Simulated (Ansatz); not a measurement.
# Blue phosphorene bilayer (AA') in a perpendicular field, part 2 of 2

What dipole does a perpendicular field induce in the blue phosphorene bilayer (AA'), and does the gap follow? A positive field points along +c.

Ansatz 0.2.0; plane-wave DFT, PBE-D3(BJ), Ansatz PAW.

So far. Step 2 (Relaxing the slab): The lattice constant a goes from 3.280 to 3.250 Å.

## (3) Single point, field 0, start network

A sawtooth potential applies the field, turning back in the middle of the vacuum. With the dipole correction the typed value is the field outside the slab. The induced dipole is small, so the SCF threshold is tight.

The cell differs from the one that the last finished run ended in (c 42.380 → 24.413 Å).

Contents of input.yaml:

```yaml
crystal:
  lattice:
    - [3.2504181299, 0.0, 0.0]
    - [-1.625209065, 2.8149446734, 0.0]
    - [0.0, 0.0, 24.412575105]
  atoms:
    - { symbol: P, position: [0.6666666667, 0.3333333333, 0.3686624603] }
    - { symbol: P, position: [0.3333333333, 0.6666666667, 0.4197103579] }
    - { symbol: P, position: [0.3333333333, 0.6666666667, 0.5802896421] }
    - { symbol: P, position: [0.6666666667, 0.3333333333, 0.6313375397] }
kpoints:
  mp_grid: { grid: [18, 18, 1] }
  band_path:
    path: [[0, 0, 0], [0.5, 0, 0], [0.33333333, 0.33333333, 0], [0, 0, 0]]
    npoints: 16
hamiltonian:
  xc: pbe
  dispersion: d3bj
scf:
  occupations: { method: fermi_dirac, width: 0.02585 }
  convergence: { dr2_threshold: 1.0e-10 }
efield:
  axis: 3
  dipole_correction: true
  ramp_position: 0.97
  ramp_width: 0.06
  amplitude: 0
output:
  dos: { projected: true, e_range: [-6, 5] }
  write_potential: true
  write_density: true
  volumetric_format: npy
  elf: true
```

Command:

```bash
> ansatz run input.yaml --threads 2 --pin off --max-ram 3072MiB --backend cpu --events-out ev --progress --plain --runs-dir out
```

Numbers of over 12 decimals in the logs are rounded to 6 here.

Log:

```text
[...]
Crystal: 4 atoms, lattice volume = 223.369 Å³
Basis set: ecut = 420 eV, 4449 PW (Γ)
Bands: 14, of which v1, the nominal top of the filled ones, is band 10 counted from 1 (9 counted from 0)
Symmetry: 6 space group operations
k-points: 37 of 324 (time reversal used)
[...]
SCF iter   1: F=—  HF=-3023.604139 eV  |F-HF|=—  |Δ(HF+E_count)|=         —  Δρ=1.68e-3  dr2=1.99e-2  ethr=1.77e-3  p=-0.000 e·Å  D=-4.37e-15 V/Å  ΔV_dip=0.00 eV  dr2_dipole=8.76e-9  V_vac-E_F(+/−)=4.99/4.99 eV  ⟨swp⟩=10.1  Hψ=4616  notcnv=0
efield: sawtooth ramp at fractional position 0.9700 (set: `efield.ramp_position`, or a place that a band, a saddle search or an elastic batch's reference lends), width 0.0600; the density the first Hamiltonian is built on has a dipole p = -0.000 e·Å; the dipole correction subtracts the counter field D = -4.37e-15 V/Å, which shifts the + side's vacuum level by +0.00 eV against the − side's; the planar-averaged density in the ramp window peaks in size at 2.9e-6 e/Å³
[...]
SCF iter   2: F=—  HF=-3023.613088 eV  |F-HF|=—  |Δ(HF+E_count)|=   8.95e-3  Δρ=2.19e-3  dr2=9.14e-2  ethr=9.96e-5  p=-0.000 e·Å  D=-5.96e-5 V/Å  ΔV_dip=0.00 eV  dr2_dipole=1.66e-7  V_vac-E_F(+/−)=5.25/5.25 eV  ⟨swp⟩=4.4  Hψ=1544  notcnv=0
[...]
SCF iter  10: F=-3023.601498 eV  HF=-3023.601498 eV  |F-HF|=4.09e-11  |Δ(HF+E_count)|=   1.09e-9  Δρ=1.02e-7  dr2=2.50e-11  ethr=1.00e-12  p=-0.000 e·Å  D=-7.95e-8 V/Å  ΔV_dip=0.00 eV  dr2_dipole=6.24e-14  V_vac-E_F(+/−)=5.10/5.10 eV  ⟨swp⟩=3.4  Hψ=2478  notcnv=0
SCF 1 converged in 10 iterations: F = -3023.601498 eV  dr2 = 2.50e-11
[...]
NSCF: frozen V_eff on 49 k-points
efield: sawtooth ramp at fractional position 0.9700 (kept from the solve that this one continues, or follows in the run), width 0.0600; the density the first Hamiltonian is built on has a dipole p = -0.000 e·Å; the dipole correction subtracts the counter field D = -7.95e-8 V/Å, which shifts the + side's vacuum level by +0.00 eV against the − side's; the planar-averaged density in the ramp window peaks in size at 7.6e-8 e/Å³
[...]
SCF converged after 10 iterations
Free energy (F): -3023.601498 eV
[...]
Internal energy: -3023.601498 eV  (E = F + TS)
E sigma→0 (E₀):  -3023.601498 eV
Fermi energy:    -0.858350 eV
Dipole field:    D = -0.000000 V/Å  (p = -0.000000 e·Å, saw-weighted, corrected)
Work function:   Φ+ = 5.1011 eV   Φ− = 5.1011 eV
Levels:          The Fermi level and band energies are counted from a zero that moves with the ramp; work functions are not
[...]
--- Band table (eV; the first three rows and the last of 37) ---
  k-point 0: bands = [... 6 lower, -1.9628, -1.9527, -1.9527, -1.9318, 2.0556, 2.0556, 2.0643, 2.0851]
  k-point 1: bands = [... 6 lower, -2.3989, -2.0844, -2.0740, -1.9024, 1.9096, 1.9491, 2.2090, 2.2403]
  k-point 2: bands = [... 6 lower, -2.7271, -2.3904, -2.3794, -1.8275, 1.5284, 1.5842, 2.5878, 2.6260]
  k-point 36: bands = [... 6 lower, -3.9350, -3.7143, -3.6441, -3.4550, 0.0174, 0.3193, 3.2092, 3.2883]
```

The job ended after 18 s (2 threads of Arm Neoverse N1, shared host; peak memory 0.44 GiB).

This step gave:

* gap on the k-mesh: 1.503 eV
* dipole along the normal: -4.91e-7 e·Å
* gap along the path: 1.485 eV
* smallest direct gap along the path: 1.783 eV
* ionisation energy, upper face: 5.860 eV
* electron affinity, upper face: 4.375 eV
* gap, the smaller of path and mesh: 1.485 eV

Running mean over a fixed 2.6 Å (it still follows the layers) of the planar mean; the ramp of the sawtooth is left out. Electron's electrostatic potential energy less the Fermi level against z:

```csv
z (Å),electron's electrostatic potential energy less the Fermi level (eV)
3.0,5.10
3.5,5.10
4.0,5.10
4.5,5.10
5.0,5.10
5.5,5.09
6.0,5.05
6.5,4.89
7.0,4.22
7.5,1.99
8.0,-1.40
8.5,-4.41
9.0,-7.63
9.5,-9.94
10.0,-9.06
10.5,-5.99
11.0,-2.99
11.5,0.171
12.0,2.77
12.5,2.48
13.0,-0.409
13.5,-3.49
14.0,-6.56
14.5,-9.45
15.0,-9.71
15.5,-7.07
16.0,-3.89
16.5,-0.807
17.0,2.52
17.5,4.42
18.0,4.93
18.5,5.06
19.0,5.09
19.5,5.10
20.0,5.10
20.5,5.10
21.0,5.10
```

The density of states has structure finer than the step of the table below, so its rows give means over 0.25 eV, whole bins alone (the curve runs from -6 to 2.49 eV). Peaks (eV: height): -5.090: 5.02, -4.950: 4.95, -1.890: 4.38, -1.480: 8.19, -0.790: 6.76, 1.720: 3.93, 2.130: 5.42.

The density of states by energy, zero at the Fermi level of the run, which the smearing sets inside the gap; means over each step:

energy (eV), density of states (states/eV a cell) and a bar:
```
    -5.75       0.64 #####
    -5.50       0.72 #####
    -5.25       2.43 ##################
    -5.00       4.16 ##############################
    -4.75       2.22 ################
    -4.50       2.19 ################
    -4.25       1.99 ##############
    -4.00       2.10 ###############
    -3.75       2.72 ####################
    -3.50       2.86 #####################
    -3.25       2.23 ################
    -3.00       1.35 ##########
    -2.75       1.12 ########
    -2.50       2.34 #################
    -2.25       2.83 ####################
    -2.00       2.67 ###################
    -1.75       2.93 #####################
    -1.50       4.02 #############################
    -1.25       1.15 ########
    -1.00       1.73 ############
    -0.75       1.74 #############
    -0.50       0.00 
    -0.25       0.00 
     0.00       0.00 
     0.25       0.00 
     0.50       0.00 
     0.75       0.27 ##
     1.00       1.49 ###########
     1.25       2.27 ################
     1.50       2.31 #################
     1.75       2.85 #####################
     2.00       2.76 ####################
     2.25       2.76 ####################
```

Projected DOS per atom over height of the atomic layer and energy from the Fermi level. Layers: P P P P from below.

Ten even steps from '_' (0.00 states/eV) to '@' (0.94 states/eV), each cell a mean:
```
++++++++
********
********
========
........
________
________
________
========
--------
@@@@@@@@
########
########
==----==
========
########
********
++++++++
++++++++
@@@@@@@@
--------
........
```
Columns: height of the atomic layer (Å) from 9 to 15.4 (not evenly spaced); rows upwards: energy from the Fermi level (eV) from -5.96 to 2.5.

Electronic bands along the path, in eV, zero at the Fermi level of the run, which the smearing sets inside the gap:

```csv
point,band 7,band 8,band 9,band 10,band 11,band 12,band 13,band 14
Γ,-1.10,-1.09,-1.09,-1.07,2.91,2.91,2.92,2.94
halfway,-2.49,-2.47,-1.51,-0.80,1.15,1.32,3.84,4.16
M,-3.32,-3.31,-2.64,-2.32,0.91,1.02,2.07,2.78
halfway,-3.75,-3.51,-2.56,-2.25,1.67,2.07,3.17,3.40
K,-3.08,-2.86,-2.79,-2.60,0.88,1.18,4.07,4.15
halfway,-3.82,-3.80,-1.42,-0.78,2.29,2.67,3.17,3.33
Γ,-1.10,-1.09,-1.09,-1.07,2.91,2.91,2.92,2.94
```

Valence density in the ca plane at fractional y = 0.333, with atoms of P within 0.2 Å of it. It is the smooth field of the valence electrons, not physical close to the nuclei.

Values in e/Å³, 5 rows by 16 columns, each cell a mean:
```
0.00 0.00 0.01 0.15 0.55 0.52 0.15 0.02 0.02 0.15 0.52 0.55 0.15 0.01 0.00 0.00
0.00 0.00 0.01 0.26 0.42 0.46 0.10 0.01 0.01 0.10 0.46 0.42 0.26 0.01 0.00 0.00
0.00 0.00 0.01 0.16 0.55 0.53 0.15 0.02 0.02 0.15 0.53 0.55 0.16 0.01 0.00 0.00
0.00 0.00 0.00 0.04 0.21 0.39 0.27 0.05 0.05 0.27 0.39 0.21 0.04 0.00 0.00 0.00
0.00 0.00 0.00 0.04 0.20 0.38 0.27 0.05 0.05 0.27 0.38 0.20 0.04 0.00 0.00 0.00
```
Columns run along c (16.0 Å, from fractional 0.18 to 0.84 of the cell), rows up along a (3.3 Å). Atoms in or near the plane, at fractional coordinates: P at (0.37, 0.67), P at (0.63, 0.67).

ELF in the ca plane at fractional y = 0.333, with atoms of P within 0.2 Å of it. It is the smooth field of the valence electrons, not physical close to the nuclei.

Values, 5 rows by 16 columns, each cell a mean:
```
0.00 0.02 0.32 0.84 0.71 0.66 0.32 0.07 0.07 0.32 0.66 0.71 0.84 0.32 0.02 0.00
0.00 0.04 0.55 0.95 0.37 0.38 0.13 0.01 0.01 0.13 0.38 0.37 0.95 0.55 0.04 0.00
0.00 0.02 0.33 0.85 0.69 0.66 0.32 0.07 0.07 0.32 0.66 0.69 0.85 0.33 0.02 0.00
0.00 0.00 0.04 0.23 0.41 0.61 0.68 0.29 0.29 0.68 0.61 0.41 0.23 0.04 0.00 0.00
0.00 0.00 0.03 0.20 0.39 0.60 0.70 0.30 0.30 0.70 0.60 0.39 0.20 0.03 0.00 0.00
```
Columns run along c (16.0 Å, from fractional 0.18 to 0.84 of the cell), rows up along a (3.3 Å). Atoms in or near the plane, at fractional coordinates: P at (0.37, 0.67), P at (0.63, 0.67).

Electrostatic potential energy in the ca plane at fractional y = 0.333, with atoms of P within 0.2 Å of it. With pseudopotentials it is smooth inside the atoms' cores, unlike the true potential.

Ten even steps from '0' (-55 eV) to '9' (4 eV), each cell a mean:
```
99999999999755788999999999988755799999999999
99999999998300278999999999987200389999999999
99999999997200068999999999986000279999999999
99999999998410378999999999987301489999999999
99999999999866788999999999988766899999999999
99999999999988887899999999878888999999999999
99999999999999887889999998878899999999999999
99999999999988888899999999888888999999999999
```
Columns run along c (16.0 Å, from fractional 0.18 to 0.84 of the cell; values clipped at the 3rd and 97th percentile), rows up along a (3.3 Å). Atoms in or near the plane, at fractional coordinates: P at (0.37, 0.67), P at (0.63, 0.67).

The gap is 1.49 eV, with the valence edge 5.86 eV and the conduction edge 4.38 eV under the upper vacuum level.

## (4) Single point, field 0.1 V/Å

input.yaml, as its differences from that of step 3:

```diff
@@ -24,7 +24,6 @@
   dipole_correction: true
-  ramp_position: 0.97
-  ramp_width: 0.06
-  amplitude: 0
+  ramp_position: 0.9496
+  ramp_width: 0.1008
+  amplitude: 0.1
 output:
-  dos: { projected: true, e_range: [-6, 5] }
   write_potential: true
@@ -32,2 +31 @@
   volumetric_format: npy
-  elf: true
```

Log:

```text
[...]
Crystal: 4 atoms, lattice volume = 223.369 Å³
Basis set: ecut = 420 eV, 4449 PW (Γ)
Bands: 14, of which v1, the nominal top of the filled ones, is band 10 counted from 1 (9 counted from 0)
Symmetry: 6 space group operations
k-points: 37 of 324 (time reversal used)
[...]
--- Band table (eV; the first three rows and the last of 37) ---
  k-point 0: bands = [... 6 lower, -2.0273, -1.9270, -1.8893, -1.8893, 1.9994, 1.9994, 2.0198, 2.1403]
  k-point 1: bands = [... 6 lower, -2.3358, -2.1488, -2.0107, -1.8976, 1.8570, 2.0006, 2.1535, 2.2948]
  k-point 2: bands = [... 6 lower, -2.7330, -2.4545, -2.3164, -1.8226, 1.4813, 1.6303, 2.5349, 2.6779]
  k-point 36: bands = [... 6 lower, -3.9438, -3.7624, -3.5970, -3.4473, 0.0017, 0.3338, 3.2031, 3.2798]
[key lines of the parts left out:]
SCF converged after 12 iterations
Free energy (F): -3023.603408 eV
Fermi energy:    -0.863522 eV
Dipole field:    D = 0.030963 V/Å  (p = 0.038222 e·Å, saw-weighted, corrected)
```

It took 18 s on 2 threads; peak memory 0.42 GiB.

The dipole is 0.0382 e·Å, and the gap 1.463 eV.

## (5) Single point, field -0.1 V/Å

input.yaml, as its differences from that of step 4:

```diff
@@ -26,3 +26,3 @@
   ramp_width: 0.1008
-  amplitude: 0.1
+  amplitude: -0.1
 output:
```

Log:

```text
[...]
Crystal: 4 atoms, lattice volume = 223.369 Å³
Basis set: ecut = 420 eV, 4449 PW (Γ)
Bands: 14, of which v1, the nominal top of the filled ones, is band 10 counted from 1 (9 counted from 0)
Symmetry: 6 space group operations
k-points: 37 of 324 (time reversal used)
[...]
--- Band table (eV; the first three rows and the last of 37) ---
  k-point 0: bands = [... 6 lower, -2.0273, -1.9270, -1.8893, -1.8893, 1.9994, 1.9994, 2.0198, 2.1403]
  k-point 1: bands = [... 6 lower, -2.3358, -2.1488, -2.0107, -1.8976, 1.8570, 2.0006, 2.1535, 2.2948]
  k-point 2: bands = [... 6 lower, -2.7330, -2.4545, -2.3164, -1.8226, 1.4813, 1.6303, 2.5349, 2.6779]
  k-point 36: bands = [... 6 lower, -3.9438, -3.7624, -3.5970, -3.4473, 0.0017, 0.3338, 3.2031, 3.2798]
[key lines of the parts left out:]
SCF converged after 12 iterations
Free energy (F): -3023.603408 eV
Fermi energy:    -0.863522 eV
Dipole field:    D = -0.030963 V/Å  (p = -0.038221 e·Å, saw-weighted, corrected)
```

Wall time 18 s (2 threads); peak memory 0.42 GiB.

The dipole is -0.0382 e·Å, and the gap 1.463 eV.

## (6) Atoms held, field 0.2 V/Å

input.yaml, as its differences from that of step 5:

```diff
@@ -26,3 +26,3 @@
   ramp_width: 0.1008
-  amplitude: -0.1
+  amplitude: 0.2
 output:
```

Log:

```text
[...]
Crystal: 4 atoms, lattice volume = 223.369 Å³
Basis set: ecut = 420 eV, 4449 PW (Γ)
Bands: 14, of which v1, the nominal top of the filled ones, is band 10 counted from 1 (9 counted from 0)
Symmetry: 6 space group operations
k-points: 37 of 324 (time reversal used)
[...]
--- Band table (eV; the first three rows and the last of 37) ---
  k-point 0: bands = [... 6 lower, -2.0974, -1.9133, -1.8223, -1.8223, 1.9300, 1.9300, 1.9516, 2.2066]
  k-point 1: bands = [... 6 lower, -2.2687, -2.2189, -1.9438, -1.8839, 1.7879, 2.0663, 2.0841, 2.3610]
  k-point 2: bands = [... 6 lower, -2.7503, -2.5246, -2.2495, -1.8084, 1.4133, 1.6948, 2.4659, 2.7437]
  k-point 36: bands = [... 6 lower, -3.9686, -3.8348, -3.5277, -3.4256, -0.0385, 0.3709, 3.1853, 3.2554]
[key lines of the parts left out:]
SCF converged after 12 iterations
Free energy (F): -3023.609142 eV
Fermi energy:    -0.875528 eV
Dipole field:    D = 0.061946 V/Å  (p = 0.076467 e·Å, saw-weighted, corrected)
```

Wall time 19 s (2 threads); peak memory 0.42 GiB.

The dipole is 0.0765 e·Å, and the gap 1.405 eV.

## (7) Single point, field 0.3 V/Å

input.yaml, as its differences from that of step 6:

```diff
@@ -24,5 +24,5 @@
   dipole_correction: true
-  ramp_position: 0.9496
-  ramp_width: 0.1008
-  amplitude: 0.2
+  ramp_position: 0.9467
+  ramp_width: 0.1066
+  amplitude: 0.3
 output:
```

Log:

```text
[...]
Crystal: 4 atoms, lattice volume = 223.369 Å³
Basis set: ecut = 420 eV, 4449 PW (Γ)
Bands: 14, of which v1, the nominal top of the filled ones, is band 10 counted from 1 (9 counted from 0)
Symmetry: 6 space group operations
k-points: 37 of 324 (time reversal used)
[...]
--- Band table (eV; the first three rows and the last of 37) ---
  k-point 0: bands = [... 6 lower, -2.1683, -1.8916, -1.7568, -1.7568, 1.8593, 1.8593, 1.8791, 2.2720]
  k-point 1: bands = [... 6 lower, -2.2897, -2.2030, -1.8783, -1.8622, 1.7171, 2.0135, 2.1313, 2.3010]
  k-point 2: bands = [... 6 lower, -2.7775, -2.5954, -2.1840, -1.7860, 1.3429, 1.7596, 2.3954, 2.8089]
  k-point 36: bands = [... 6 lower, -4.0059, -3.9102, -3.4574, -3.3937, -0.0926, 0.4196, 3.1571, 3.2177]
[key lines of the parts left out:]
SCF converged after 11 iterations
Free energy (F): -3023.618705 eV
Fermi energy:    -0.889455 eV
Dipole field:    D = 0.093001 V/Å  (p = 0.114801 e·Å, saw-weighted, corrected)
```

It took 19 s on 2 threads; peak memory 0.42 GiB.

The dipole is 0.115 e·Å, and the gap 1.324 eV.

## (8) Response, atoms held

This step: plane-wave DFT, PBE-D3(BJ), Ansatz PAW; response to a field along the normal, atoms held (Ansatz 0.2.0).

The dipoles give the slope, and the difference of two potentials shows where the field is screened.

This step gave:

| Item | Value |
| --- | --- |
| equivalent conductor thickness p/(ε₀AE) | 7.559 Å |
| distance between the outer atoms | 6.413 Å |

Table of dipole of the cell by applied field:

```csv
applied field (V/Å),dipole of the cell (e·Å)
-0.100,-0.0382
0.000,-4.9e-7
0.100,0.0382
0.200,0.0765
0.300,0.115
```

Local field over the applied field, running mean. From the potentials at -0.1 and 0.1 V/Å; running mean over 2.8 Å. Local field over applied field against z:

```
z (Å)  local field over applied field
    5                           0.991
    6                           0.942
    7                           0.741
    8                           0.421
    9                           0.138
   10                          0.0916
   11                           0.291
   12                           0.447
   13                           0.381
   14                           0.156
   15                          0.0808
   16                           0.287
   17                           0.614
   18                           0.884
   19                           0.980
   20                           0.997
```

Electrons, planar mean, per unit field. Induced electron density against z:

z (Å), induced electron density (e/Å³ per V/Å) and a bar from the least value:
```
      4.5    0.00001 ###############
      5.0    0.00003 ###############
      5.5    0.00009 ###############
      6.0    0.00025 ################
      6.5    0.00062 ##################
      7.0    0.00143 #####################
      7.5    0.00278 ###########################
      8.0    0.00341 ##############################
      8.5    0.00143 #####################
      9.0    0.00088 ###################
      9.5    0.00036 #################
     10.0   -0.00085 ###########
     10.5   -0.00058 #############
     11.0   -0.00260 ####
     11.5   -0.00281 ###
     12.0   -0.00089 ###########
     12.5    0.00126 #####################
     13.0    0.00301 ############################
     13.5    0.00220 #########################
     14.0    0.00051 #################
     14.5    0.00083 ###################
     15.0   -0.00062 ############
     15.5   -0.00080 ############
     16.0   -0.00184 #######
     16.5   -0.00345 
     17.0   -0.00253 ####
     17.5   -0.00124 ##########
     18.0   -0.00053 #############
     18.5   -0.00021 ##############
     19.0   -0.00008 ###############
     19.5   -0.00003 ###############
     20.0   -0.00001 ###############
```

The smaller of the gaps on the path and on the k-mesh, counted as 0 under 0.03 eV. Table of gap by applied field:

```csv
applied field (V/Å),gap (eV)
-0.100,1.46
0.000,1.49
0.100,1.46
0.200,1.41
0.300,1.32
```

By hand: between -0.1 and 0.1 V/Å the dipole changes by 0.07644 e·Å, a slope of 0.3822 e·Å²/V. A perfect conductor of thickness t has p = ε₀AEt, so t = 180.95 × 0.3822 / 9.150 = 7.56 Å (e/ε₀ = 180.95 V·Å, A in Å²).

The induced dipole is that of a conductor 7.56 Å thick.

## (9) Results

```
gap without field                          : 1.49 eV
ionisation energy, upper face              : 5.86 eV
electron affinity, upper face              : 4.38 eV
equivalent conductor thickness, atoms held : 7.56 Å
```

In words: The induced dipole equals that of a perfect conductor 7.56 Å thick, while the outer atoms lie 6.41 Å apart; an out-of-plane ε follows only once a thickness t is chosen, by 1 − 1/ε = 7.56 Å / t. The gap goes from 1.49 eV to 1.32 eV at 0.3 V/Å. Semilocal functionals give gaps that are too small, and excitons are not included.

[Logs are printed without paths, hosts, clocks, repeated set-up lines and the standing remarks that a program may print on its own settings, such as how far it seeks lower states.]

[Hosts, paths, dates, database ids (printed as entryN), source tags and the programs' standing remarks are cut or masked in the printed files.]

[Maps of the electrostatic potential energy from Ansatz leave out the sawtooth potential of an applied field or a dipole correction, so their vacuum need not be flat; planar profiles and work functions include it.]

[The density of states shown here was stored with 400 of the rows of the run's finer table, so its peaks can read low, often by over a quarter, or be missed, and its means over a window can be off by a tenth or more.]
